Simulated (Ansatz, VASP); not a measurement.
Two plane-wave programs on Fe

```xyz
2
Lattice="0.0000 2.3781 2.3781 2.3781 0.0000 2.3781 2.3781 2.3781 0.0000" Properties=species:S:1:pos:R:3 pbc="T T T"
Fe    0.5945    0.5945    0.5945
Fe    4.1617    4.1617    4.1617
```

Alike in both runs: functional LDA; k mesh 11 × 11 × 11; occupations fermi-dirac, width 0.1 eV; no spin polarisation.

Ansatz relaxed the structure, and its values are those at the end. VASP's run is a single point on that final structure, the one shown.

|  | VASP | Ansatz |
| --- | --- | --- |
| version | VASP 6.6.1 | Ansatz 0.2.0 |
| potentials or method | VASP PAW LDA potentials, release 64 (Fe) | plane waves (420 eV) with PAW, scalar-relativistic |
| plane-wave cutoff (eV) | 520 | 420 |
| valence electrons in the cell | 16 | 32 |

|  | VASP | Ansatz | Ansatz less VASP |
| --- | --- | --- | --- |
| pressure (GPa) | -2.1 | 0.0 | +2.11 |

The two sets of potentials don't hold the same shells in valence. Ansatz warned: «pseudo_functional_mismatch».

Caveats: the run has no spin polarisation, though such a crystal can be magnetic. Spin polarisation is off, so any magnetic state and its effect on volume and gap are missing.
